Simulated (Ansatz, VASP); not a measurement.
# Cross-check of Al2O3 (Corundum) between VASP and Ansatz, part 2 of 2

Wanted: the spread between two codes on one cell, functional and k mesh. The cell is taken from a series of runs on this material, whose earlier steps may have relaxed, scaled, displaced or heated it; both programs get it as it stands.

VASP 6.6.1 and Ansatz 0.2.0.

So far: Starting point; Ansatz: G0W0 gap, r2SCAN.

## (3) VASP: G0W0 gap, r2SCAN

Level of this step: G0W0 on r2SCAN; plane waves and PAW (Al_GW, O_GW) (VASP).

The same cell, functional and mesh now go to VASP, with its own data sets.

Lines of VASP's logs that name or quote its potential files are left out, and so is its time.

The run reads the wave functions of an earlier VASP run, which isn't shown here.

INCAR

```
SYSTEM = Al2O3
PREC = Accurate
ENCUT = 440
ISMEAR = 0
SIGMA = 0.01
LREAL = .FALSE.
METAGGA = R2SCAN
LASPH = .TRUE.
NBANDS = 496
ALGO = EVGW0
NELMGW = 1
ENCUTGW = 180
NOMEGA = 64
PRECFOCK = Fast
NBANDSGW = 32
LWAVE = .FALSE.
LCHARG = .FALSE.
```

POSCAR

```
Al2O3
1.0
    2.3802500000      1.3742379782      4.3318666667
   -2.3802500000      1.3742379782      4.3318666667
    0.0000000000     -2.7484759565      4.3318666667
Al O
4 6
Direct
    0.3521600000      0.3521600000      0.3521600000
    0.1478400000      0.1478400000      0.1478400000
    0.6478400000      0.6478400000      0.6478400000
    0.8521600000      0.8521600000      0.8521600000
    0.5566800000      0.9433200000      0.2500000000
    0.2500000000      0.5566800000      0.9433200000
    0.9433200000      0.2500000000      0.5566800000
    0.4433200000      0.0566800000      0.7500000000
    0.7500000000      0.4433200000      0.0566800000
    0.0566800000      0.7500000000      0.4433200000
```

KPOINTS

```
Automatic mesh
0
Gamma
4 4 4
0 0 0
```

Potentials, in the order of the species: Al_GW and O_GW (PBE family, release 64).

The run is started by

```bash
> mpirun -np 8 vasp_std
```

Numbers of over 12 decimals in the logs are rounded to 6 here.

Log:

```text
[banner, memory and clock lines left out]
running    8 mpi-ranks, on    1 nodes
 distrk:  each k-point on    8 cores,    1 groups
 distr:  one band on    1 cores,    8 groups

 POSCAR found type information on POSCAR AlO
 POSCAR found :  2 types and      10 ions
|                                                                             |
|           W    W    AA    RRRRR   N    N  II  N    N   GGGG   !!!           |
|           W    W   A  A   R    R  NN   N  II  NN   N  G    G  !!!           |
|           W    W  A    A  R    R  N N  N  II  N N  N  G       !!!           |
|           W WW W  AAAAAA  RRRRR   N  N N  II  N  N N  G  GGG   !            |
|           WW  WW  A    A  R   R   N   NN  II  N   NN  G    G                |
|           W    W  A    A  R    R  N    N  II  N    N   GGGG   !!!           |
|                                                                             |
|     For optimal performance we recommend to set                             |
|       NCORE = 2 up to number-of-cores-per-socket                            |
|     NCORE specifies how many cores store one orbital (NPAR=cpu/NCORE).      |
|     This setting can greatly improve the performance of VASP for DFT.       |
|     The default, NCORE=1 might be grossly inefficient on modern             |
|     multi-core architectures or massively parallel machines. Do your        |
|     Unfortunately you need to use the default for GW and RPA                |
|     calculations (for HF NCORE is supported but not extensively tested      |
|     yet).                                                                   |
|                                                                             |

|                                                                             |
|               ----> ADVICE to this user running VASP <----                  |
|                                                                             |
|     You enforced a specific xc type in the INCAR file but a different       |
|     [... a line on the potential file left out ...]
|     I HOPE YOU KNOW WHAT YOU ARE DOING!                                     |
|                                                                             |

|                                                                             |
|           W    W    AA    RRRRR   N    N  II  N    N   GGGG   !!!           |
|           W    W   A  A   R    R  NN   N  II  NN   N  G    G  !!!           |
|           W    W  A    A  R    R  N N  N  II  N N  N  G       !!!           |
|           W WW W  AAAAAA  RRRRR   N  N N  II  N  N N  G  GGG   !            |
|           WW  WW  A    A  R   R   N   NN  II  N   NN  G    G                |
|           W    W  A    A  R    R  N    N  II  N    N   GGGG   !!!           |
|                                                                             |
|     The default for ENCUTGWSOFT is different in this version of VASP.       |
|     please manually set ENCUTGWSOFT =180 in the INCAR file.                 |
|                                                                             |

 LDA part: xc-table for (None), standard interpolation
 found WAVECAR, reading the header
 POSCAR, INCAR and KPOINTS ok, starting setup
 FFT: planning ... GRIDC
 FFT: planning ... GRID_SOFT
 FFT: planning ... GRID
 reading WAVECAR
 the WAVECAR file was read successfully
 initial charge from wavefunction
 available memory per node:     39.66 GB, setting MAXMEM to     40615

 The Fermi energy was updated, please check that it is located mid-gap
 values below the HOMO (VB) or above the LUMO (CB) will cause erroneous energies
 E-fermi :   8.2913

 calculate exact exchange contribution
 the WAVEDER file was read successfully
energies w=
    0.000    0.000    0.682    0.000    1.362    0.000    2.039    0.000
    2.712    0.000    3.379    0.000    4.039    0.000    4.692    0.000
    5.336    0.000    5.972    0.000    6.599    0.000    7.217    0.000
    7.827    0.000    8.429    0.000    9.023    0.000    9.610    0.000
   10.191    0.000   10.767    0.000   11.338    0.000   11.907    0.000
   12.473    0.000   13.038    0.000   13.604    0.000   14.171    0.000
   14.741    0.000   15.316    0.000   15.897    0.000   16.486    0.000
   17.084    0.000   17.694    0.000   18.317    0.000   18.957    0.000
   19.615    0.000   20.294    0.000   20.998    0.000   21.729    0.000
   22.493    0.000   23.293    0.000   24.134    0.000   25.022    0.000
   25.965    0.000   26.970    0.000   28.045    0.000   29.203    0.000
   30.456    0.000   31.819    0.000   33.313    0.000   34.958    0.000
   36.785    0.000   38.828    0.000   41.132    0.000   43.756    0.000
   46.773    0.000   50.284    0.000   54.424    0.000   59.380    0.000
   65.423    0.000   72.951    0.000   82.583    0.000   95.336    0.000
  112.993    0.000  139.014    0.000  181.096    0.000  260.529    0.000
 responsefunction array rank=     488
 LDA part: xc-table for (None), standard interpolation

 min. memory requirement per mpi rank    551.0 MB, per node   4408.4 MB

 allocating   8 responsefunctions rank=   488
 shmem allocating  64 responsefunctions rank=   488
 response function shared by NCSHMEM nodes    1
 Doing            8  frequencies on each core in blocks of           64
NQ=   1    0.0000    0.0000    0.0000,
|.........|.........|.........|.........|.........|.........|.........|.........
 performed       1862000 updates of chi_q(r,r)
 total number of BLAS operations       3222.02 Gflops
NQ=   2    0.2500    0.0000   -0.0000,
|.........|.........|.........|.........|.........|.........|.........|.........
 performed       5153000 updates of chi_q(r,r)
 total number of BLAS operations       9038.12 Gflops
NQ=   3    0.5000    0.0000   -0.0000,
|.........|.........|.........|.........|.........|.........|.........|.........
 performed       7650000 updates of chi_q(r,r)
 total number of BLAS operations      13302.79 Gflops
NQ=   4    0.2500    0.2500   -0.0000,
|.........|.........|.........|.........|.........|.........|.........|.........
 performed      10941000 updates of chi_q(r,r)
 total number of BLAS operations      19118.89 Gflops
NQ=   5    0.5000    0.2500    0.0000,
|.........|.........|.........|.........|.........|.........|.........|.........
 performed      14422000 updates of chi_q(r,r)
 total number of BLAS operations      25245.42 Gflops
NQ=   6   -0.2500    0.2500    0.0000,
|.........|.........|.........|.........|.........|.........|.........|.........
 performed      17713000 updates of chi_q(r,r)
 total number of BLAS operations      30889.56 Gflops
NQ=   7    0.5000    0.5000   -0.0000,
|.........|.........|.........|.........|.........|.........|.........|.........
 performed      20210000 updates of chi_q(r,r)
 total number of BLAS operations      35454.73 Gflops
NQ=   8    0.2500    0.2500    0.2500,
|.........|.........|.........|.........|.........|.........|.........|.........
 performed      22358000 updates of chi_q(r,r)
 total number of BLAS operations      39123.15 Gflops
NQ=   9    0.5000    0.2500    0.2500,
|.........|.........|.........|.........|.........|.........|.........|.........
 performed      25649000 updates of chi_q(r,r)
 total number of BLAS operations      44742.94 Gflops
NQ=  10   -0.2500    0.2500    0.2500,
|.........|.........|.........|.........|.........|.........|.........|.........
 performed      28940000 updates of chi_q(r,r)
 total number of BLAS operations      50583.81 Gflops
NQ=  11    0.5000    0.5000    0.2500,
|.........|.........|.........|.........|.........|.........|.........|.........
 performed      32231000 updates of chi_q(r,r)
 total number of BLAS operations      56179.30 Gflops
NQ=  12   -0.2500    0.5000    0.2500,
|.........|.........|.........|.........|.........|.........|.........|.........
 performed      35522000 updates of chi_q(r,r)
 total number of BLAS operations      61896.82 Gflops
NQ=  13    0.5000    0.5000    0.5000,
|.........|.........|.........|.........|.........|.........|.........|.........
 performed      37384000 updates of chi_q(r,r)
 total number of BLAS operations      65387.52 Gflops
 resolving degeneracies of screened two electron integrals

 calculate QP shifts <psi_nk| G(iteration)W_0 |psi_nk>: iteration 1
 entering main loop
```

Parts of OUTCAR (step 3):

```text
ion  position               nearest neighbor table
   1  0.352  0.352  0.352-   9 1.85  10 1.85   8 1.85   7 1.97   5 1.97   6 1.97
   2  0.148  0.148  0.148-  10 1.85   9 1.85   8 1.85   6 1.97   5 1.97   7 1.97
   3  0.648  0.648  0.648-   6 1.85   7 1.85   5 1.85  10 1.97   8 1.97   9 1.97
   4  0.852  0.852  0.852-   7 1.85   6 1.85   5 1.85   9 1.97   8 1.97  10 1.97
   5  0.557  0.943  0.250-   3 1.85   4 1.85   1 1.97   2 1.97
   6  0.250  0.557  0.943-   3 1.85   4 1.85   2 1.97   1 1.97
   7  0.943  0.250  0.557-   4 1.85   3 1.85   1 1.97   2 1.97
   8  0.443  0.057  0.750-   1 1.85   2 1.85   3 1.97   4 1.97
   9  0.750  0.443  0.057-   1 1.85   2 1.85   4 1.97   3 1.97
  10  0.057  0.750  0.443-   2 1.85   1 1.85   3 1.97   4 1.97

  LATTYP: Found a trigonal (rhomboedric) cell.
 ALAT       =     5.1302230849
 COS(alpha) =     0.5694707703

 Subroutine GETGRP returns: Found 12 space group operations
 (whereof  6 operations were pure point group operations)

The static configuration has the point symmetry S_6 .
 The point group associated with its full space group is D_3d.

 Found     13 irreducible k-points:

   k-points           NKPTS =     13   k-points in BZ     NKDIM =     64   number of bands    NBANDS=    496

   dimension x,y,z NGX =    36 NGY =   36 NGZ =   36
   dimension x,y,z NGXF=    72 NGYF=   72 NGZF=   72

   ENCUT  =  440.0 eV  32.34 Ry    5.69 a.u.   8.77  8.77  8.77*2*pi/ulx,y,z

   NELECT =      48.0000    total number of electrons

  energy-cutoff  :      440.00
  volume of cell :       85.02
      direct lattice vectors                 reciprocal lattice vectors
     2.380250000  1.374237978  4.331866667     0.210061968  0.121279334  0.076949121
    -2.380250000  1.374237978  4.331866667    -0.210061968  0.121279334  0.076949121
     0.000000000 -2.748475957  4.331866667     0.000000000 -0.242558668  0.076949121

 k-points in reciprocal lattice and weights: Automatic mesh
   0.00000000  0.00000000  0.00000000       0.016
   0.25000000  0.00000000 -0.00000000       0.094
   0.50000000  0.00000000 -0.00000000       0.047
   0.25000000  0.25000000 -0.00000000       0.094
   0.50000000  0.25000000  0.00000000       0.188
  -0.25000000  0.25000000  0.00000000       0.094
   0.50000000  0.50000000 -0.00000000       0.047
   0.25000000  0.25000000  0.25000000       0.031
   0.50000000  0.25000000  0.25000000       0.094
  -0.25000000  0.25000000  0.25000000       0.094
   0.50000000  0.50000000  0.25000000       0.094
  -0.25000000  0.50000000  0.25000000       0.094
   0.50000000  0.50000000  0.50000000       0.016

 E-fermi :   8.2913

 QP shifts <psi_nk| G(iteration)W_0 |psi_nk>: iteration 1
 for sc-GW calculations column KS-energies equals QP-energies in previous step
 and V_xc(KS)=  KS-energies - (<T + V_ion + V_H > + <T+V_H+V_ion>^1  + <V_x>^1)
 k-point   1 :       0.0000    0.0000    0.0000
  band No.  KS-energies  QP-energies   sigma(KS)   V_xc(KS)     V^pw_x(r,r')   Z            occupation Imag(sigma)
    ...
     21       4.2210       2.9493     -21.5926     -20.0284     -25.4742       0.8130       2.0000       0.0655
     22       4.6836       3.5285     -22.1241     -20.7121     -25.8376       0.8181       2.0000       0.0620
     23       4.6836       3.5285     -22.1241     -20.7121     -25.8376       0.8181       2.0000       0.0620
     24       4.7404       3.5999     -22.0448     -20.6511     -25.7195       0.8183       2.0000       0.0619
     25      11.8421      12.9308     -11.9287     -13.1964      -8.2706       0.8587       0.0000      -0.0458
     26      14.8378      15.7905      -9.8481     -10.9515      -5.7898       0.8634       0.0000      -0.0559
     27      16.6044      17.8710     -10.5180     -12.0017      -6.3162       0.8537       0.0000      -0.0571
     28      17.3087      18.4435     -10.4078     -11.7356      -6.0511       0.8547       0.0000      -0.0622
    ...

 k-point   2 :       0.2500    0.0000   -0.0000
  band No.  KS-energies  QP-energies   sigma(KS)   V_xc(KS)     V^pw_x(r,r')   Z            occupation Imag(sigma)
    ...
     21       3.9489       2.6531     -21.4262     -19.8330     -25.2865       0.8133       2.0000       0.0657
     22       4.2777       3.0318     -21.6361     -20.1060     -25.4456       0.8142       2.0000       0.0643
     23       4.5732       3.3848     -21.9502     -20.4951     -25.7015       0.8167       2.0000       0.0627
     24       4.6196       3.4478     -21.9422     -20.5076     -25.6713       0.8169       2.0000       0.0627
     25      13.1063      14.3246     -12.6435     -14.0731      -8.9682       0.8521       0.0000      -0.0468
     26      15.8314      16.9889     -10.4679     -11.8183      -6.3442       0.8572       0.0000      -0.0559
     27      15.8713      16.9650     -10.5254     -11.8034      -6.4232       0.8558       0.0000      -0.0578
     28      16.4720      17.5984     -10.5364     -11.8578      -6.4404       0.8525       0.0000      -0.0588
    ...

 k-point   3 :       0.5000    0.0000   -0.0000
  band No.  KS-energies  QP-energies   sigma(KS)   V_xc(KS)     V^pw_x(r,r')   Z            occupation Imag(sigma)
    ...
     21       3.8042       2.4665     -21.2282     -19.5825     -25.0979       0.8129       2.0000       0.0661
     22       3.8042       2.4665     -21.2282     -19.5825     -25.0979       0.8129       2.0000       0.0661
     23       4.4529       3.2292     -21.7286     -20.2272     -25.5219       0.8150       2.0000       0.0638
     24       4.4529       3.2292     -21.7286     -20.2272     -25.5219       0.8150       2.0000       0.0638
     25      15.1450      16.3654     -11.7395     -13.1739      -7.7732       0.8507       0.0000      -0.0546
     26      15.1450      16.3654     -11.7395     -13.1739      -7.7732       0.8507       0.0000      -0.0546
     27      15.3934      16.5529     -10.7903     -12.1435      -6.6960       0.8569       0.0000      -0.0552
     28      15.3934      16.5529     -10.7903     -12.1435      -6.6960       0.8569       0.0000      -0.0552
    ...

 k-point   4 :       0.2500    0.2500   -0.0000
  band No.  KS-energies  QP-energies   sigma(KS)   V_xc(KS)     V^pw_x(r,r')   Z            occupation Imag(sigma)
    ...
     21       3.7528       2.4782     -21.4559     -19.8929     -25.1992       0.8155       2.0000       0.0638
     22       4.1265       2.8386     -21.4466     -19.8623     -25.3105       0.8130       2.0000       0.0655
     23       4.4702       3.2696     -21.7938     -20.3238     -25.5141       0.8167       2.0000       0.0627
     24       4.5607       3.3685     -21.9465     -20.4865     -25.6956       0.8166       2.0000       0.0627
     25      13.3738      14.6113     -12.6831     -14.1378      -8.9836       0.8506       0.0000      -0.0474
     26      15.8748      16.9735     -10.5983     -11.8840      -6.5128       0.8545       0.0000      -0.0580
     27      15.9056      17.0720     -10.5410     -11.9026      -6.4116       0.8566       0.0000      -0.0560
     28      16.4657      17.5781     -10.3395     -11.6407      -6.2020       0.8549       0.0000      -0.0588
    ...

[... 4 further parts left out ...]
```

## (4) Side by side

Known differences besides the potentials themselves: VASP keeps PBE cores, Ansatz makes them for the functional; fixed occupations in Ansatz, narrow Gaussian smearing in VASP; the cutoff is 500 eV in Ansatz and 440 eV in VASP; Ansatz integrates over frequency by contour deformation, VASP on a grid of NOMEGA points; Ansatz's G0W0 levels solve the quasiparticle equation, VASP's are linearised. Total energies have different zeros and are not compared.

Both answers:

```
                   quantity  Ansatz  VASP  difference
  G0W0 gap on the mesh (eV)    9.42  9.33       +0.09
Kohn-Sham gap under it (eV)    7.11  7.10       +0.01
```

## (5) Results

```
difference in G0W0 gap on the mesh (G0W0 gap, r2SCAN) : 0.091 eV
```

What this shows: The difference in G0W0 gap on the mesh is 0.091 eV (G0W0 gap, r2SCAN). How closely two codes agree says nothing of how well the functional describes the real material.

[Lines on the potential files, build, host, timing and source positions are cut from VASP's logs without a mark.]

[Logs are printed without paths, hosts, clocks, repeated set-up lines and the standing remarks that a program may print on its own settings, such as how far it seeks lower states.]

[Hosts, paths, dates, database ids (printed as entryN), source tags and the programs' standing remarks are cut or masked in the printed files.]
